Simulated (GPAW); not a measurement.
# Co (P-3m1) in GPAW: a series of runs, part 2 of 2

GPAW 26.7.0. The steps go on from the part before.

## 4. Relaxation of cell and atoms, PBEsol+D3(BJ), collinear spin, ferromagnetic start

Contents of run.py:

```python
from ase import Atoms
from ase.calculators.mixing import SumCalculator
from ase.filters import FrechetCellFilter
from ase.io import write
from ase.optimize import BFGS
from dftd3.ase import DFTD3
from gpaw import GPAW, PW, setup_paths

setup_paths.insert(0, '.')

atoms = Atoms(['Co', 'Co'],
              cell=[[2.4873648738, 0.0, 0.0],
                    [-1.2436824369, 2.1541211692, 0.0],
                    [0.0, 0.0, 4.0632895034]],
              scaled_positions=[[0.3333333333, 0.6666666667, 0.740139],
                                [0.6666666667, 0.3333333333, 0.259861]],
              pbc=True)
atoms.set_initial_magnetic_moments([2.0, 2.0])

calc = GPAW(mode=PW(600),
            xc='PBEsol',
            kpts={'size': (9, 9, 5), 'gamma': True},
            occupations={'name': 'fermi-dirac', 'width': 0.05},
            nbands=21,
            convergence={'density': 1e-05, 'forces': 0.0001},
            maxiter=150,
            txt='gpaw.txt')
atoms.calc = SumCalculator([calc, DFTD3(method='pbesol', damping='d3bj')])
opt = BFGS(FrechetCellFilter(atoms), trajectory='relax.traj', logfile='-')
done = opt.run(fmax=0.02, steps=60)
calc.write('gs.gpw')
write('result.traj', atoms)
print('Converged:', done)
print('Cell:', atoms.cell.cellpar().round(4))
print('Volume:', round(atoms.get_volume(), 4))
print(atoms.get_scaled_positions().round(5))
```

Potentials or basis: PAW data sets generated in the run's folder for this functional, pw.

Run with:

```
$ gpaw-setup -f PBEsol Co
$ OMP_NUM_THREADS=1 python run.py
```

gpaw.txt:

```text
__  _  _
 | _ |_)|_||  |
 |__||  | ||/\| - 26.7.0

Input parameters:
  mode=PW(ecut=600.0),
  convergence={'density': 1e-05, 'forces': 0.0001},
  kpts=MonkhorstPack(size=(9, 9, 5), gamma=True),
  maxiter=150,
  nbands=21,
  occupations=Occupations(name='fermi-dirac', width=0.05),
  xc=XC(name='PBEsol')

Diagonalizing LCAO Hamiltonian
Converting LCAO to pw mode

        Co

          Co

Atoms  # Å, Bohr magnetons
|   | symbol |         x |        y |        z |    initial magnetic moments |
|---|--------|-----------|----------|----------|-----------------------------|
| 0 |     Co | -0.000000 | 1.436081 | 3.007399 | ( 0.0000,  0.0000,  2.0000) |
| 1 |     Co |  1.243682 | 0.718040 | 1.055890 | ( 0.0000,  0.0000,  2.0000) |

Unit cell  # Å
| periodic |         x |        y |        z |  lengths |     angles |
|----------|-----------|----------|----------|----------|------------|
[... 449 lines left out ...]
| 0 |     Co | -0.000000 | 1.397164 | 2.948628 | ( 0.0000,  0.0000,  1.6059) |
| 1 |     Co |  1.209979 | 0.698582 | 0.994493 | ( 0.0000,  0.0000,  1.6059) |

Unit cell  # Å
| periodic |         x |        y |         z |  lengths |     angles |
|----------|-----------|----------|-----------|----------|------------|
|      yes |  2.419958 | 0.000000 | -0.000000 | 2.419958 |  90.000000 |
|      yes | -1.209979 | 2.095746 |  0.000000 | 2.419958 |  90.000000 |
|      yes | -0.000000 | 0.000000 |  3.943121 | 3.943121 | 120.000000 |

Number of symmetries: 12
Symmetry operations  # r_c * U_cc + t_c -> r_c
|    | kind |            matrix            |
|----|------|------------------------------|
|  0 |  σ   |  1, 1, 0,  0,-1, 0,  0, 0, 1 |
|  1 |  S6  |  1, 1, 0, -1, 0, 0,  0, 0,-1 |
|  2 |  E   |  1, 0, 0,  0, 1, 0,  0, 0, 1 |
|  3 |  C2  |  1, 0, 0, -1,-1, 0,  0, 0,-1 |
|  4 |  C2  |  0, 1, 0,  1, 0, 0,  0, 0,-1 |
|  5 |  C3  |  0, 1, 0, -1,-1, 0,  0, 0, 1 |
|  6 |  S6  |  0,-1, 0,  1, 1, 0,  0, 0,-1 |
|  7 |  σ   |  0,-1, 0, -1, 0, 0,  0, 0, 1 |
|  8 |  σ   | -1, 0, 0,  1, 1, 0,  0, 0, 1 |
[... 1307 lines left out ...]
Stress tensor  # eV/Ang^3
|         x |         y |         z |
|-----------|-----------|-----------|
| -0.041346 | -0.000000 | -0.000000 |
| -0.000000 | -0.041346 | -0.000000 |
| -0.000000 | -0.000000 | -0.039475 |

Forces  # eV/Ang
|       x |        y |        z |
|---------|----------|----------|
| 0.00000 | -0.00000 | -0.00846 |  # Co   0
| 0.00000 | -0.00000 |  0.00846 |  # Co   1

# Writing to gs.gpw (mode='')
```

It took 71 s on 1 thread of AMD EPYC 9R45 (Zen 5), shared host; peak memory 0.29 GiB.

What came out:

```yaml
Free_energy: -18.7409 eV
Relaxed_volume: 10.12 Å³/atom
Relaxed_cell: a = 2.434 Å, b = 2.434 Å, c = 3.945 Å, α = 90.00°, β = 90.00°, γ = 120.00°
Space_group_after_relaxing_to_0.05_Å: P6_3/mmc (No. 194)
Energy_gained_by_relaxing: 45.1 meV/atom
Ionic_steps: 8
Pressure_after_relaxing: 0.0 GPa
Largest_force_after_relaxing: 0.008 eV/Å
Band_gap_on_the_k_mesh: none (metal or under the smearing width)
Net_moment: 3.03 μB per cell
Site_moments: Co +1.58 μB
Dispersion_energy_per_atom: -0.408 eV
```

Forces on the atoms (eV/Å):
```
Co   0.000  0.000 -0.008
Co   0.000  0.000  0.008
```

The path:
```tsv
step	energy change (eV)	largest force (eV/Å)	pressure (GPa)	volume (Å³)
1	0.0000	0.4883	-15.98	21.77
2	-0.0446	0.4530	-11.47	21.27
3	-0.0832	0.1677	3.60	20.00
4	-0.0877	0.1651	0.79	20.19
5	-0.0896	0.1018	0.02	20.25
6	-0.0905	0.0007	-0.22	20.26
7	-0.0904	0.0078	-0.07	20.25
8	-0.0903	0.0085	0.03	20.24
```

Final structure:
```
CELL_PARAMETERS angstrom
2.43406 0.00000 0.00000
-1.21703 2.10796 0.00000
0.00000 0.00000 3.94503
ATOMIC_POSITIONS crystal
Co 0.33333 0.66667 0.75012
Co 0.66667 0.33333 0.24988
```

Caveat: each step starts from the last one's moments, so a moment once lost doesn't come back; later steps reuse the first step's grids; pairwise dispersion overbinds metals, which lowers pressure and volume.

## 5. Relaxation of cell and atoms, PBEsol+D3(BJ)+ATM, collinear spin, ferromagnetic start

Edit run.py of step 4 so:

```diff
@@ -27,3 +27,3 @@
             txt='gpaw.txt')
-atoms.calc = SumCalculator([calc, DFTD3(method='pbesol', damping='d3bj')])
+atoms.calc = SumCalculator([calc, DFTD3(damping='d3bj', params_tweaks=dict(method='pbesol', atm=True))])
 opt = BFGS(FrechetCellFilter(atoms), trajectory='relax.traj', logfile='-')
```

Run with:

```
$ gpaw-setup -f PBEsol Co
$ OMP_NUM_THREADS=1 python run.py
```

Wall time 75 s (1 thread of AMD EPYC 9R45 (Zen 5), shared host); peak memory 0.29 GiB.

Results (log left out):

* Free energy: -18.6484 eV
* Relaxed volume: 10.18 Å³/atom
* Relaxed cell: a = 2.438 Å, b = 2.438 Å, c = 3.953 Å, α = 90.00°, β = 90.00°, γ = 120.00°
* Space group after relaxing (to 0.05 Å): P6_3/mmc (No. 194)
* Energy gained by relaxing: 39.6 meV/atom
* Ionic steps: 8
* Pressure after relaxing: 0.0 GPa
* Largest force after relaxing: 0.009 eV/Å
* Band gap on the k mesh: none (metal or under the smearing width)
* Net moment: 3.03 μB per cell
* Site moments: Co +1.58 μB
* Dispersion energy per atom: -0.359 eV

Forces on the atoms (eV/Å):
```
Co   0.000  0.000 -0.009
Co   0.000  0.000  0.009
```

Stress tensor (GPa, compression positive):
```
 0.12  0.00  0.00
 0.00  0.12  0.00
 0.00  0.00 -0.18
```

Step by step:
```csv
step,energy change (eV),largest force (eV/Å),pressure (GPa),volume (Å³)
1,0.0000,0.4882,-14.79,21.77
2,-0.0389,0.4481,-10.57,21.31
3,-0.0726,0.1650,3.30,20.12
4,-0.0767,0.1593,0.88,20.30
5,-0.0785,0.0936,-0.05,20.36
6,-0.0793,0.0037,-0.23,20.37
7,-0.0793,0.0073,-0.07,20.36
8,-0.0792,0.0086,0.02,20.35
```

Final structure:
```
Co
1.0
     2.43827    0.00000    0.00000
    -1.21913    2.11160    0.00000
     0.00000    0.00000    3.95263
Co
2
Direct
  0.33333 0.66667 0.75012
  0.66667 0.33333 0.24988
```

Levels at points of the mesh, in eV from the Fermi level:
Spin up:
| k point | band 8 | band 9 | band 10 | band 11 | band 12 | band 13 | band 14 | band 15 |
| --- | --- | --- | --- | --- | --- | --- | --- | --- |
| (0.00, 0.00, 0.00) | -1.90 | -1.90 | -0.68 | -0.68 | -0.33 | 6.87 | 22.69 | 25.65 |
Spin down:
| k point | band 3 | band 4 | band 5 | band 6 | band 7 | band 8 | band 9 | band 10 | band 11 | band 12 |
| --- | --- | --- | --- | --- | --- | --- | --- | --- | --- | --- |
| (0.00, 0.00, 0.00) | -1.16 | -1.13 | -1.13 | -0.72 | -0.72 | -0.32 | -0.23 | -0.23 | 1.11 | 1.11 |

Caveat: each step starts from the last one's moments, so a moment once lost doesn't come back; later steps reuse the first step's grids; pairwise dispersion overbinds metals, which lowers pressure and volume.

## 6. Relaxation of cell and atoms, PBEsol+D4, collinear spin, ferromagnetic start

Edit run.py of step 5 so:

```diff
@@ -5,3 +5,3 @@
 from ase.optimize import BFGS
-from dftd3.ase import DFTD3
+from dftd4.ase import DFTD4
 from gpaw import GPAW, PW, setup_paths
@@ -27,3 +27,3 @@
             txt='gpaw.txt')
-atoms.calc = SumCalculator([calc, DFTD3(damping='d3bj', params_tweaks=dict(method='pbesol', atm=True))])
+atoms.calc = SumCalculator([calc, DFTD4(method='pbesol')])
 opt = BFGS(FrechetCellFilter(atoms), trajectory='relax.traj', logfile='-')
```

Potentials or basis: PAW data sets generated in the run's folder for this functional, pw.

Run with:

```
$ gpaw-setup -f PBEsol Co
$ OMP_NUM_THREADS=1 python run.py
```

gpaw.txt:

```text
__  _  _
 | _ |_)|_||  |
 |__||  | ||/\| - 26.7.0

Input parameters:
  mode=PW(ecut=600.0),
  convergence={'density': 1e-05, 'forces': 0.0001},
  kpts=MonkhorstPack(size=(9, 9, 5), gamma=True),
  maxiter=150,
  nbands=21,
  occupations=Occupations(name='fermi-dirac', width=0.05),
  xc=XC(name='PBEsol')

Diagonalizing LCAO Hamiltonian
Converting LCAO to pw mode

        Co

          Co

Atoms  # Å, Bohr magnetons
|   | symbol |         x |        y |        z |    initial magnetic moments |
|---|--------|-----------|----------|----------|-----------------------------|
| 0 |     Co | -0.000000 | 1.436081 | 3.007399 | ( 0.0000,  0.0000,  2.0000) |
| 1 |     Co |  1.243682 | 0.718040 | 1.055890 | ( 0.0000,  0.0000,  2.0000) |

Unit cell  # Å
| periodic |         x |        y |        z |  lengths |     angles |
|----------|-----------|----------|----------|----------|------------|
|      yes |  2.487365 | 0.000000 | 0.000000 | 2.487365 |  90.000000 |
|      yes | -1.243682 | 2.154121 | 0.000000 | 2.487365 |  90.000000 |
|      yes |  0.000000 | 0.000000 | 4.063290 | 4.063290 | 120.000000 |

Number of symmetries: 12
Symmetry operations  # r_c * U_cc + t_c -> r_c
|    | kind |            matrix            |
|----|------|------------------------------|
|  0 |  σ   |  1, 1, 0,  0,-1, 0,  0, 0, 1 |
|  1 |  S6  |  1, 1, 0, -1, 0, 0,  0, 0,-1 |
|  2 |  E   |  1, 0, 0,  0, 1, 0,  0, 0, 1 |
|  3 |  C2  |  1, 0, 0, -1,-1, 0,  0, 0,-1 |
|  4 |  C2  |  0, 1, 0,  1, 0, 0,  0, 0,-1 |
|  5 |  C3  |  0, 1, 0, -1,-1, 0,  0, 0, 1 |
|  6 |  S6  |  0,-1, 0,  1, 1, 0,  0, 0,-1 |
|  7 |  σ   |  0,-1, 0, -1, 0, 0,  0, 0, 1 |
|  8 |  σ   | -1, 0, 0,  1, 1, 0,  0, 0, 1 |
|  9 |  i   | -1, 0, 0,  0,-1, 0,  0, 0,-1 |
| 10 |  C3  | -1,-1, 0,  1, 0, 0,  0, 0, 1 |
| 11 |  C2  | -1,-1, 0,  0, 1, 0,  0, 0,-1 |
[... 172 lines left out ...]
|         17 |        35.875 |     0.000 |        35.696 |     0.000 |
|         18 |        36.170 |     0.000 |        36.517 |     0.000 |
|        ... |               |           |               |           |
|         20 |        40.657 |     0.000 |        41.006 |     0.000 |

No gap
No difference between direct/indirect transitions

Stress tensor  # eV/Ang^3
|        x |         y |         z |
|----------|-----------|-----------|
| 0.063388 |  0.000000 |  0.000000 |
| 0.000000 |  0.063388 | -0.000000 |
| 0.000000 | -0.000000 |  0.067363 |

Forces  # eV/Ang
|        x |        y |        z |
|----------|----------|----------|
| -0.00000 |  0.00000 |  0.48890 |  # Co   0
|  0.00000 | -0.00000 | -0.48890 |  # Co   1

Interpolating wave functions to new cell
[... 213 lines left out ...]
Stress tensor  # eV/Ang^3
|         x |         y |         z |
|-----------|-----------|-----------|
|  0.037125 | -0.000000 |  0.000000 |
| -0.000000 |  0.037125 | -0.000000 |
|  0.000000 | -0.000000 |  0.044825 |

Forces  # eV/Ang
|        x |       y |        z |
|----------|---------|----------|
|  0.00000 | 0.00000 |  0.44408 |  # Co   0
| -0.00000 | 0.00000 | -0.44408 |  # Co   1

Interpolating wave functions to new cell

        Co

          Co

Atoms  # Å, Bohr magnetons
|   | symbol |         x |        y |        z |    initial magnetic moments |
|---|--------|-----------|----------|----------|-----------------------------|
| 0 |     Co | -0.000000 | 1.402353 | 2.959706 | ( 0.0000,  0.0000,  1.6077) |
| 1 |     Co |  1.214473 | 0.701176 | 0.998161 | ( 0.0000,  0.0000,  1.6077) |
[... 203 lines left out ...]
Stress tensor  # eV/Ang^3
|         x |         y |         z |
|-----------|-----------|-----------|
| -0.047700 | -0.000000 |  0.000000 |
| -0.000000 | -0.047700 | -0.000000 |
|  0.000000 | -0.000000 | -0.033834 |

Forces  # eV/Ang
|       x |        y |        z |
|---------|----------|----------|
| 0.00000 | -0.00000 |  0.15730 |  # Co   0
| 0.00000 | -0.00000 | -0.15730 |  # Co   1

Interpolating wave functions to new cell

        Co

          Co

Atoms  # Å, Bohr magnetons
|   | symbol |         x |        y |        z |    initial magnetic moments |
|---|--------|-----------|----------|----------|-----------------------------|
| 0 |     Co | -0.000000 | 1.406371 | 2.966116 | ( 0.0000,  0.0000,  1.5785) |
| 1 |     Co |  1.217953 | 0.703186 | 1.000429 | ( 0.0000,  0.0000,  1.5785) |
[... 426 lines left out ...]
Stress tensor  # eV/Ang^3
|         x |         y |         z |
|-----------|-----------|-----------|
| -0.025373 | -0.000000 |  0.000000 |
| -0.000000 | -0.025373 | -0.000000 |
|  0.000000 | -0.000000 | -0.017550 |

Forces  # eV/Ang
|        x |       y |        z |
|----------|---------|----------|
|  0.00000 | 0.00000 |  0.08806 |  # Co   0
| -0.00000 | 0.00000 | -0.08806 |  # Co   1

Interpolating wave functions to new cell

        Co

          Co

Atoms  # Å, Bohr magnetons
|   | symbol |         x |        y |        z |    initial magnetic moments |
|---|--------|-----------|----------|----------|-----------------------------|
| 0 |     Co | -0.000000 | 1.409832 | 2.971668 | ( 0.0000,  0.0000,  1.5837) |
| 1 |     Co |  1.220950 | 0.704916 | 0.990962 | ( 0.0000,  0.0000,  1.5837) |
[... 426 lines left out ...]
Stress tensor  # eV/Ang^3
|         x |         y |         z |
|-----------|-----------|-----------|
| -0.023462 | -0.000000 |  0.000000 |
| -0.000000 | -0.023462 | -0.000000 |
|  0.000000 | -0.000000 | -0.020765 |

Forces  # eV/Ang
|       x |        y |        z |
|---------|----------|----------|
| 0.00000 |  0.00000 | -0.00701 |  # Co   0
| 0.00000 | -0.00000 |  0.00701 |  # Co   1

Interpolating wave functions to new cell

        Co

          Co

Atoms  # Å, Bohr magnetons
|   | symbol |         x |        y |        z |    initial magnetic moments |
|---|--------|-----------|----------|----------|-----------------------------|
| 0 |     Co | -0.000000 | 1.409814 | 2.969806 | ( 0.0000,  0.0000,  1.5828) |
| 1 |     Co |  1.220935 | 0.704907 | 0.989307 | ( 0.0000,  0.0000,  1.5828) |
[... 207 lines left out ...]
Forces  # eV/Ang
|        x |        y |        z |
|----------|----------|----------|
|  0.00000 |  0.00000 | -0.00821 |  # Co   0
| -0.00000 | -0.00000 |  0.00821 |  # Co   1

# Writing to gs.gpw (mode='')
```

Wall time 79 s (1 thread of AMD EPYC 9R45 (Zen 5), shared host); peak memory 0.29 GiB.

What came out:

- Free energy: -18.4543 eV
- Relaxed volume: 10.22 Å³/atom
- Relaxed cell: a = 2.442 Å, b = 2.442 Å, c = 3.959 Å, α = 90.00°, β = 90.00°, γ = 120.00°
- Space group after relaxing (to 0.05 Å): P6_3/mmc (No. 194)
- Energy gained by relaxing: 35.0 meV/atom
- Ionic steps: 8
- Pressure after relaxing: 0.0 GPa
- Largest force after relaxing: 0.008 eV/Å
- Band gap on the k mesh: none (metal or under the smearing width)
- Net moment: 3.03 μB per cell
- Site moments: Co +1.58 μB
- Dispersion energy per atom: -0.260 eV

Forces on the atoms (eV/Å):
```
Co   0.000  0.000 -0.008
Co   0.000  0.000  0.008
```

Step by step:
| step | energy change (eV) | largest force (eV/Å) | pressure (GPa) | volume (Å³) |
| --- | --- | --- | --- | --- |
| 1 | 0.0000 | 0.4885 | -13.67 | 21.77 |
| 2 | -0.0338 | 0.4437 | -9.78 | 21.34 |
| 3 | -0.0636 | 0.1572 | 3.14 | 20.22 |
| 4 | -0.0675 | 0.1525 | 0.93 | 20.38 |
| 5 | -0.0693 | 0.0880 | -0.04 | 20.45 |
| 6 | -0.0701 | 0.0053 | -0.23 | 20.46 |
| 7 | -0.0700 | 0.0070 | -0.08 | 20.45 |
| 8 | -0.0699 | 0.0082 | 0.01 | 20.44 |

Final structure:
```
CELL_PARAMETERS angstrom
2.44187 0.00000 0.00000
-1.22093 2.11472 0.00000
0.00000 0.00000 3.95911
ATOMIC_POSITIONS crystal
Co 0.33333 0.66667 0.75012
Co 0.66667 0.33333 0.24988
```

Levels at points of the mesh, in eV from the Fermi level:
Spin up:
```tsv
k point	band 8	band 9	band 10	band 11	band 12	band 13	band 14	band 15
(0.00, 0.00, 0.00)	-1.90	-1.90	-0.68	-0.68	-0.33	6.82	22.65	25.57
```
Spin down:
```
           k point  band 5  band 6  band 7  band 8  band 9  band 10
(0.00, 0.00, 0.00)   -1.12   -0.72   -0.72   -0.33   -0.23    -0.23
```

Caveat: each step starts from the last one's moments, so a moment once lost doesn't come back; later steps reuse the first step's grids; pairwise dispersion overbinds metals, which lowers pressure and volume.

## 7. Overview

| level | gap on the mesh (eV) | pressure (GPa) | moment (μB) | relaxed volume (Å³/atom) | largest force (eV/Å) |
| --- | --- | --- | --- | --- | --- |
| PBEsol | none | 0.0 | 3.05 | 10.36 | 0.01 |
| PBEsol+D3 | none | 0.0 | 3.03 | 10.14 | 0.01 |
| PBEsol+D3(BJ) | none | 0.0 | 3.03 | 10.12 | 0.01 |
| PBEsol+D3(BJ)+ATM | none | 0.0 | 3.03 | 10.18 | 0.01 |
| PBEsol+D4 | none | 0.0 | 3.03 | 10.22 | 0.01 |

Alike in all rows: task relaxation of cell and atoms; potentials or basis PAW data sets generated in the run's folder for this functional, pw; spin collinear, ferromagnetic start; cell relaxed; k mesh 9 × 9 × 5; cutoff (eV) 600; smearing fermi-dirac 0.05 eV.

Caveats: each step starts from the last one's moments, so a moment once lost doesn't come back; later steps reuse the first step's grids; pairwise dispersion overbinds metals, which lowers pressure and volume (some runs).

Total energies depend on the potentials used, so only differences within one code and one set of settings carry meaning.
